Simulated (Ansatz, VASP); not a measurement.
# Cross-check of In2Ni3Se2 between VASP and Ansatz, part 2 of 2

One calculation is typed for both programs; each brings its own data sets and cutoff. How far apart do they land?

VASP 6.6.1 and Ansatz 0.2.0.

So far: Starting point; VASP: relaxation of cell and atoms, r2SCAN.

## 3. Ansatz: relaxation of cell and atoms, r2SCAN

Level of this step: Ansatz beside VASP: Kohn-Sham DFT, plane waves, r2SCAN (Ansatz).

Ansatz runs on its default PAW (the set named soft_2) files.

The same cell, functional, mesh and smearing now go to Ansatz, which takes its cutoff from its data sets.

File input.yaml:

```yaml
crystal:
  lattice:
    - [2.7100825649, 1.5646668984, 4.7174557328]
    - [-2.7100825649, 1.5646668984, 4.7174557328]
    - [0.0, -3.1293337967, 4.7174557328]
  atoms:
    - { symbol: In, position: [0.0, 0.0, 0.0] }
    - { symbol: In, position: [0.5, 0.5, 0.5] }
    - { symbol: Ni, position: [0.0, 0.0, 0.5], spin: 1.0 }
    - { symbol: Ni, position: [0.0, 0.5, 0.0], spin: 1.0 }
    - { symbol: Ni, position: [0.5, 0.0, 0.0], spin: 1.0 }
    - { symbol: Se, position: [0.28279148, 0.28279148, 0.28279148] }
    - { symbol: Se, position: [0.71720852, 0.71720852, 0.71720852] }
hamiltonian:
  xc: r2scan
  pseudopotentials: { kind: paw }
magnetization:
  spin_polarized: true
kpoints:
  mp_grid: { grid: [5, 5, 5] }
scf:
  occupations: { method: fermi_dirac, width: 0.05 }
relax:
  f_tol: 0.01
  max_steps: 60
  cell: { stress_tol: 0.05 }
output:
  forces: true
  stress: true
```

Run with:

```bash
$ ansatz run input.yaml --threads 4 --pin off --max-ram 9216MiB --backend cpu --events-out ev --progress --plain --runs-dir out
```

Numbers of over 12 decimals in the logs are rounded to 6 here.

Output:

```text
Engine: ansatz 0.2.0, aarch64-unknown-linux-gnu
Pseudopotentials: kind: paw
Pseudopotential: In, paw, valence charge 13, recommended cutoff 500 eV (meta_gga), In.paw.azcp
Pseudopotential: Ni, paw, valence charge 18, recommended cutoff 500 eV (meta_gga), Ni.paw.azcp
Pseudopotential: Se, paw, valence charge 16, recommended cutoff 500 eV (meta_gga), Se.paw.azcp
Functional definition: r2SCAN
  parameter k0 = 0.174
  parameter k1 = 0.065
  parameter a1 = 4.9479
  exchange = r2scan_x(k0 = k0, k1 = k1, a1 = a1)
  correlation = r2scan_c
Crystal: 7 atoms, lattice volume = 120.023 Å³
Basis set: ecut = 500 eV, 3059 PW (Γ), exchange–correlation on 180×180×180 points (64 copies of the dense FFT grid, shifted against one another)
Bands: 69, of which v1, the nominal top of the filled ones, is band 56 counted from 1 (55 counted from 0)
Symmetry: 12 space group operations
Space group: R-3m (ITA 166), of the structure as read, at distance tolerance 4.9e-5 Å
Magnetic group: BNS 166.97 (UNI 1327), of the structure as read, at distance tolerance 4.9e-5 Å
k-points: 19 of 125
Non-local potential: In, projectors of the file, l = 0: 2, l = 1: 2, l = 2: 2, l = 3: 2
Non-local potential: Ni, projectors of the file, l = 0: 3, l = 1: 2, l = 2: 3, l = 3: 1
Non-local potential: Se, projectors of the file, l = 0: 2, l = 1: 2, l = 2: 3, l = 3: 1
PAW form: soft (Blöchl's): semilocal exchange-correlation on the pseudo side does not see the compensation charge
PAW frozen core: In, regenerated for the run's functional (the file was generated under x = pbe(κ = 0.804, μ = 0.219515), c = pbe(β = 0.066725))
PAW frozen core: Ni, regenerated for the run's functional (the file was generated under x = pbe(κ = 0.804, μ = 0.219515), c = pbe(β = 0.066725))
PAW frozen core: Se, regenerated for the run's functional (the file was generated under x = pbe(κ = 0.804, μ = 0.219515), c = pbe(β = 0.066725))
PAW one-centre angular grid: In, 590 points (default); XC on 289 of its mesh's 2783 points in the sphere
PAW one-centre angular grid: Ni, 590 points (default); XC on 160 Gauss nodes
PAW one-centre angular grid: Se, 590 points (default); XC on 160 Gauss nodes
Initial density: superposition of atomic densities (chi_scale 0.1, normalization cell, long waves kept (reshape's long-wave potential 0.01 eV rms))
Starting moments: Σ|m| = 3 μB on 3 of 7 sites
Initial wavefunctions: pseudopotential atomic-orbital guess
Functional: x = r2scan, c = r2scan; τ floored in thin density (d = 2e-4 eV/Å³)
SCF iter   1: F=—  HF=-39712.627892 eV  |F-HF|=—  |Δ(HF+E_count)|=         —  Δρ=1.10e-1 (↑5.09e-2 ↓1.10e-1)  dr2=3.37e1  dr2_τ=6.52e-2  dr2_m=1.12e0  M=1.185 μB ∫|m|=1.766 μB  β_m=0.50  ethr=3.10e-3  ⟨swp⟩=5.6  Hψ=8946  notcnv=0  defer=21
Mixer restart at iter 1: flushing history
preconditioner: auto → Kerker (q_TF=auto, 2.697 Å⁻¹)  [metal: Δε(μ)=0.036 eV  Ē_g=12.293 eV  σ=0.050 eV  W_gap=0.18  n_scr=46 (ndim 8)  ℏωp=27.9 eV  f_vac=0.000  D(μ)=2.86/eV (n_scr^D=14)]
spin=Collinear: Kerker preconditioning applied to the charge; magnetization (m = ρ↑ − ρ↓) channel mixes plain (no charge-response kernel on spin).
SCF iter   2: F=—  HF=-39716.840907 eV  |F-HF|=—  |Δ(HF+E_count)|=    4.21e0  Δρ=4.38e-2 (↑2.11e-2 ↓4.38e-2)  dr2=9.86e0  dr2_τ=1.94e-2  dr2_m=2.77e-1  M=1.250 μB ∫|m|=1.805 μB  β_m=1.00  ethr=3.10e-3  ⟨swp⟩=3.0  Hψ=5764  notcnv=0  defer=151  κ⁻¹=1.0e0(r=1)
SCF iter   3: F=—  HF=-39718.287678 eV  |F-HF|=—  |Δ(HF+E_count)|=    1.45e0  Δρ=2.63e-2 (↑1.59e-2 ↓2.63e-2)  dr2=5.47e0  dr2_τ=4.31e-3  dr2_m=7.25e-2  M=0.991 μB ∫|m|=1.605 μB  β_m=0.30  ethr=3.10e-3  ⟨swp⟩=2.4  Hψ=3426  notcnv=0  defer=154  κ⁻¹=3.2e-2(r=2)
SCF iter   4: F=—  HF=-39716.973655 eV  |F-HF|=—  |Δ(HF+E_count)|=    1.31e0  Δρ=2.24e-2 (↑1.55e-2 ↓2.24e-2)  dr2=8.87e-1  dr2_τ=3.67e-3  dr2_m=9.16e-2  M=0.415 μB ∫|m|=1.185 μB  β_m=0.30  ethr=3.10e-3  ⟨swp⟩=3.0  Hψ=4178  notcnv=0  defer=161  κ⁻¹=3.4e-3(r=3)
SCF iter   5: F=—  HF=-39717.262413 eV  |F-HF|=—  |Δ(HF+E_count)|=   2.89e-1  Δρ=1.70e-2 (↑1.14e-2 ↓1.70e-2)  dr2=4.95e-1  dr2_τ=3.68e-3  dr2_m=4.94e-2  M=0.284 μB ∫|m|=0.868 μB  β_m=1.00  ethr=7.92e-4  ⟨swp⟩=3.0  Hψ=5074  notcnv=0  defer=166  κ⁻¹=1.8e-3(r=4)
SCF iter   6: F=—  HF=-39718.294376 eV  |F-HF|=—  |Δ(HF+E_count)|=    1.03e0  Δρ=7.84e-3 (↑7.84e-3 ↓4.56e-3)  dr2=1.65e-1  dr2_τ=2.67e-4  dr2_m=4.43e-3  M=0.402 μB ∫|m|=0.690 μB  β_m=0.84  ethr=4.42e-4  ⟨swp⟩=3.0  Hψ=4713  notcnv=0  defer=166  κ⁻¹=4.1e-4(r=5)
SCF iter   7: F=—  HF=-39718.297051 eV  |F-HF|=—  |Δ(HF+E_count)|=         —  Δρ=4.59e-3 (↑4.59e-3 ↓2.91e-3)  dr2=6.61e-2  dr2_τ=1.29e-4  dr2_m=1.81e-3  M=0.328 μB ∫|m|=0.558 μB  β_m=1.00  ethr=1.47e-4  ⟨swp⟩=2.0  Hψ=3319  notcnv=0  defer=166
Mixer restart at iter 7: flushing history
SCF iter   8: F=—  HF=-39718.298526 eV  |F-HF|=—  |Δ(HF+E_count)|=   1.48e-3  Δρ=3.09e-3 (↑3.09e-3 ↓2.06e-3)  dr2=3.14e-2  dr2_τ=1.55e-4  dr2_m=1.05e-3  M=0.302 μB ∫|m|=0.511 μB  β_m=1.00  ethr=5.90e-5  ⟨swp⟩=1.9  Hψ=2695  notcnv=0  defer=166  κ⁻¹=1.0e0(r=1)
SCF iter   9: F=—  HF=-39718.304039 eV  |F-HF|=—  |Δ(HF+E_count)|=   5.51e-3  Δρ=1.30e-3 (↑1.09e-3 ↓1.30e-3)  dr2=5.26e-3  dr2_τ=1.64e-5  dr2_m=3.84e-4  M=0.241 μB ∫|m|=0.404 μB  β_m=1.00  ethr=2.81e-5  ⟨swp⟩=2.0  Hψ=3605  notcnv=0  defer=166  κ⁻¹=1.2e-2(r=2)
[...]
SCF iter  26: F=-39718.316564 eV  HF=-39718.316564 eV  |F-HF|=8.44e-10  |Δ(HF+E_count)|=   1.78e-8  Δρ=7.82e-7 (↑7.82e-7 ↓7.71e-7)  dr2=1.78e-9  dr2_τ=4.77e-12  dr2_m=2.43e-12  M=-0.000 μB ∫|m|=0.000 μB  ethr=1.00e-12  ⟨swp⟩=2.0  Hψ=9791  notcnv=0
WARN: the starting moments were not kept: the SCF closed with an absolute magnetisation of 7.1e-5 μB, where they sum to 3 μB in size (3 sites). That is at most 0.1 of that sum. Measured as dr2_m measures the in/out step, that magnetisation stands 2.7e-9 eV from none, at or under the dr2_threshold of 1.0e-7 eV: it is no larger than a step whose dr2_m would equal this threshold. The system may hold no moment; this SCF  [...]
SCF 1 converged in 26 iterations: F = -39718.316564 eV  dr2 = 1.78e-9
  greatest PAW one-centre occupation: 1.002 electrons in one spin orbital (limit 2), on the Ni atom at site 3 (counted from 0), in its partial waves of l = 1
relax step   1: F+E_penalty+E_count = -39718.31656354 eV  Δ(F+E_penalty+E_count) = +0.000e0 eV  max|allowed force component| = 1.114e-1 eV/Å  Δτ_max = 0.0000 Å  P = -0.047 GPa  Ω = 120.023 Å³  (26 SCF iters, dr2 threshold 1.00e-7 eV, accepted)
[...]
relax step   2: F+E_penalty+E_count = -39718.31657514 eV  Δ(F+E_penalty+E_count) = -1.160e-5 eV  max|allowed force component| = 1.987e-2 eV/Å  Δτ_max = 0.0144 Å  P = -0.311 GPa  Ω = 120.799 Å³  energy of the carried Pulay correction = -3.740e-4 eV  (11 SCF iters, dr2 threshold 7.00e-7 eV, accepted)
[...]
relax step   3: F+E_penalty+E_count = -39718.31748210 eV  Δ(F+E_penalty+E_count) = -9.070e-4 eV  max|allowed force component| = 1.673e-2 eV/Å  Δτ_max = 0.0056 Å  P = -0.092 GPa  Ω = 120.358 Å³  energy of the carried Pulay correction = -1.617e-4 eV  (11 SCF iters, dr2 threshold 4.47e-7 eV, accepted)
[...]
relax step   4: F+E_penalty+E_count = -39718.31755971 eV  Δ(F+E_penalty+E_count) = -7.761e-5 eV  max|allowed force component| = 3.062e-3 eV/Å  Δτ_max = 0.0006 Å  P = +0.010 GPa  Ω = 120.263 Å³  energy of the carried Pulay correction = -1.162e-4 eV  (11 SCF iters, dr2 threshold 2.96e-8 eV, accepted)
[...]
relax step   5: F+E_penalty+E_count = -39718.31767692 eV  Δ(F+E_penalty+E_count) = -1.172e-4 eV  max|allowed force component| = 3.064e-3 eV/Å  Δτ_max = 0.0000 Å  P = +0.011 GPa  Ω = 120.263 Å³  stress off target by 2.20e-2 GPa  SCF on the basis re-selected at this cell (its energy is not comparable with the rows above)  (13 SCF iters)
basis re-selected at this cell: Δ(F+E_penalty+E_count) = -1.172e-4 eV, ΔP = +0.001 GPa vs the last step (what re-selecting the basis moved, of the pressure what is left beyond the Pulay correction that the steps carried, after the strain that the cell walked since its last selection, with what the two solves' SCF thresholds leave and, on support functions, any second-order correction that the steps lacked; it is no m [...]
SCF converged after 13 iterations
Stability not checked: this state was not tested for a lower state beside it, because the mixer in use, unlike msr1, does not test its closes by its own steps (another_mixer; see scf.mixing.algorithm and scf.lower_state_search)
Magnetization: 0.0000 μB (56.0000 up, 56.0000 down)
Absolute magnetization: 0.0000 μB (∫|ρ↑−ρ↓|, with the PAW one-centre terms)
Spin contamination: 0.0000 ħ² per cell (⟨S²⟩ above its minimum at these occupations)
Per-site moments (μB) at R_I (Å): [(-4.320292697177993e-8, 1.169830), (1.515744085840462e-8, 1.117365), (6.637993450128514e-7, 0.934481), (6.637993441488824e-7, 0.934481), (6.637993452599496e-7, 0.934481), (4.332261266766196e-8, 0.934481), (4.332261256517337e-8, 0.934481)]
Free energy (F): -39718.317677 eV
Harris-Foulkes:  -39718.317677 eV  (|F-HF|=0.00e0)
Internal energy: -39718.295051 eV  (E = F + TS)
E sigma→0 (E₀):  -39718.306364 eV
Entropy (-TS):   -0.022626 eV (-3.232 meV/atom)
Fermi energy:    13.344706 eV
--- Per-component energies (eV) ---
  E_band       = -1814.351797
  E_kinetic    = 1579.008637
  E_local      = -20099.632296  (includes V_loc(G=0)·N_el)
  E_nonlocal   = 1483.735694
  E_hartree    = 8935.415728
  E_xc         = -835.783261
  E_vxc        = -776.635248  (∫ρ·V_xc dr)
  E_paw        = -17167.053042  (= ΣΔE_a)
  E_vpaw       = -1922.532891  (= ΣTr[D̂ρ^β])
  E_aug_tail   = 0.000325  (compensation charges beyond the density's cutoff)
  E_vtau       = 50.873466  (kinetic-family band-sum trace: ∫τ·v_τ [+ j·A + Jᵃ·Aᵃ] dr)
  E_ewald      = -13611.488180
  E_core_change = -2.498655  (= ΣΔE_core)
  E_smearing   = -0.022626  (= −TS)
  E_closure    = -0.000000  (closes the sum)
  Σ components = -39718.317677   (vs F -39718.317677, Δ=0.00e0)
--- Forces (eV/Å), atoms counted from 1 ---
  atom   1  In    -0.00000000     0.00000000     0.00000000
  atom   2  In    -0.00000000     0.00000000     0.00000000
  atom   3  Ni     0.00000000     0.00000000     0.00000000
  atom   4  Ni    -0.00000000     0.00000000     0.00000000
  atom   5  Ni     0.00000000    -0.00000000    -0.00000000
  atom   6  Se    -0.00000000     0.00000000     0.00306441
  atom   7  Se     0.00000000    -0.00000000    -0.00306441
  max |Σ_I F_I| component: 6.94e-18 eV/Å
--- Stress (GPa, compression-positive) ---
        0.005998      -0.000000      -0.000000
       -0.000000       0.005998       0.000000
       -0.000000       0.000000       0.022023
  P = ⅓ Tr σ = 0.0113 GPa (0.113 kbar)
--- Relaxed structure (4 steps of the walk, 4 accepted, 1 SCFs on fresh bases) ---
  F+E_penalty+E_count = -39718.31767692 eV   max|allowed force component| = 3.064e-3 eV/Å   (the final SCF, on the basis selected at the relaxed cell)
  cell:  # Å, volume = 120.2635 Å³
    - [2.708763, 1.563905, 4.731523]
    - [-2.708763, 1.563905, 4.731523]
    - [0, -3.127810, 4.731523]
  atoms:
    - { symbol: In, position: [0, 0, 0] }
    - { symbol: In, position: [0.500000, 0.500000, 0.500000] }
    - { symbol: Ni, position: [0.0, 0.0, 0.5] }
    - { symbol: Ni, position: [0.0, 0.5, 0.0] }
    - { symbol: Ni, position: [0.5, 0.0, 0.0] }
    - { symbol: Se, position: [0.282132, 0.282132, 0.282132] }
    - { symbol: Se, position: [0.717868, 0.717868, 0.717868] }
```

Wall time 96 s (4 threads of Arm Neoverse V1, shared host); peak memory 1.2 GiB.

## 4. Side by side

Known differences besides the potentials themselves: VASP keeps PBE cores, Ansatz makes them for the functional; both relaxations stop at a tolerance, which leaves soft axes loose, and VASP keeps its plane-wave basis; the data sets hold 112 valence electrons in Ansatz (default PAW (the set named soft_2) files) and 68 in VASP; the cutoff is 500 eV in Ansatz and 520 eV in VASP; Ansatz adds a Pulay correction to the stress that steers its cell, VASP none. Total energies have different zeros and are not compared.

Both answers:

| quantity | Ansatz | VASP | difference |
| --- | --- | --- | --- |
| volume (Å³) | 120.26 | 120.52 | -0.21 % |
| edge a after relaxation, in the typed setting (Å) | 5.672 | 5.671 | +0.01 % |

The walks stopped with 0.01 GPa left in Ansatz and -0.04 GPa in VASP; each walk ends within a tolerance, so the volume difference is uncertain by about these residues over the bulk modulus, most in soft cells.

## 5. Results

| Quantity | Value |
| --- | --- |
| difference in volume (relaxation of cell and atoms, r2SCAN) | -0.21 % |

**Reading.** The difference in volume is -0.21 % (relaxation of cell and atoms, r2SCAN), within the 1.2 % picked in this series as the mark of a large difference, as far as the stopping tolerances let one tell. How closely two codes agree says nothing of how well the functional describes the real material.

[Lines on the potential files, build, host, timing and source positions are cut from VASP's logs without a mark.]

[Logs are printed without paths, hosts, clocks, repeated set-up lines and the standing remarks that a program may print on its own settings, such as how far it seeks lower states.]

[Hosts, paths, dates, database ids (printed as entryN), source tags and the programs' standing remarks are cut or masked in the printed files.]
